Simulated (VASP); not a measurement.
Here is a VASP 6.6.1 calculation.

Contents of INCAR:

```
ALGO = Normal
EDIFF = 1E-6
EDIFFG = -0.005
ENCUT = 600
GGA = RE
IBRION = 2
ISIF = 3
ISMEAR = -1
IVDW = 11
LASPH = True
LCHARG = False
LREAL = False
LWAVE = False
NELM = 60
NSW = 40
PREC = Accurate
SIGMA = 0.05
```

File KPOINTS:

```
k-points
0
Gamma
  11 11 6
```

Contents of POSCAR:

```
Os
1.0
    2.7341000000      0.0000000000      0.0000000000
   -1.3670500000      2.3678000565      0.0000000000
    0.0000000000      0.0000000000      4.3197000000
Os
2
Direct
    0.6666666667      0.3333333333      0.7500000000
    0.3333333333      0.6666666667      0.2500000000
```

Potentials or basis: VASP PAW PBE potentials, release 64 (Os).

The run is started by

```bash
$ cat potpaw_PBE.64/Os/POTCAR > POTCAR
$ mpirun -np 1 vasp_std > vasp.out
```

Problem. What does it give for the space group after relaxing (to 0.05 Å)?

Solution. P6_3/mmc (No. 194).

Problem. Estimate the relaxed cell.

Solution. a = 2.724 Å, b = 2.724 Å, c = 4.313 Å, α = 90.00°, β = 90.00°, γ = 120.00°.

The path:
| step | energy change (eV) | largest force (eV/Å) | pressure (GPa) | volume (Å³) |
| --- | --- | --- | --- | --- |
| 1 | 0.0000 | 0.0000 | -3.72 | 27.96 |
| 2 | 0.0547 | 0.0000 | 18.43 | 26.67 |
| 3 | -0.0030 | 0.0000 | 0.01 | 27.72 |
| 4 | -0.0030 | 0.0000 | 0.02 | 27.72 |
| 5 | -0.0030 | 0.0000 | 0.31 | 27.70 |
| 6 | -0.0030 | 0.0000 | 0.16 | 27.71 |
| 7 | -0.0029 | 0.0000 | 0.08 | 27.71 |
| 8 | -0.0030 | 0.0000 | 0.12 | 27.71 |
| 9 | -0.0030 | 0.0000 | -0.35 | 27.74 |
| 10 | -0.0030 | 0.0000 | 0.03 | 27.72 |

Caveat: the PAW data sets were made with another functional, which shifts forces and pressure a little; pairwise dispersion overbinds metals, which lowers pressure and volume. The run has no spin-orbit coupling, so splittings on Os are missing.
